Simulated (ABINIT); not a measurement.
A run of ABINIT 10.8.3 (patched build) is set up as follows.

The input run.abi:

```
pp_dirpath "./"
pseudos "Ni.upf, Si.upf"

acell 3.8226192591 3.8226192591 3.8226192591 Angstrom
rprim
     0.0000000000     0.7071067812     0.7071067812
     0.7071067812     0.0000000000     0.7071067812
     0.7071067812     0.7071067812     0.0000000000
ntypat 2
znucl 28 14
natom 3
typat 1 2 2
xred
     0.0000000000     0.0000000000     0.0000000000
     0.7500000000     0.7500000000     0.7500000000
     0.2500000000     0.2500000000     0.2500000000

ecut 45.0

kptopt 1
ngkpt 7 7 7
nshiftk 1
shiftk 0.0 0.0 0.0

ixc -116133

nband 18
occopt 3
tsmear 0.05 eV

nsppol 2
spinat
     0.0000000000     0.0000000000     1.0000000000
     0.0000000000     0.0000000000     0.0000000000
     0.0000000000     0.0000000000     0.0000000000

nstep 100
tolvrs 1.0e-10

iomode 3
prtwf 0
prtden 0
prteig 0
prtebands 0
```

Potentials or basis: PseudoDojo NC SR PBEsol v0.4.1 standard.

Command:

```sh
$ mpirun --bind-to none -np 4 abinit run.abi > log 2>&1
```

Question: Predict the pressure.

Answer: -2.1 GPa.

Question: Predict the net moment.

Answer: 0.00 μB per cell.

Question: What does it give for the band gap on the k mesh?

Answer: None (metal or under the smearing width).

Caveat: small starting moments can end in a higher magnetic state in this program.
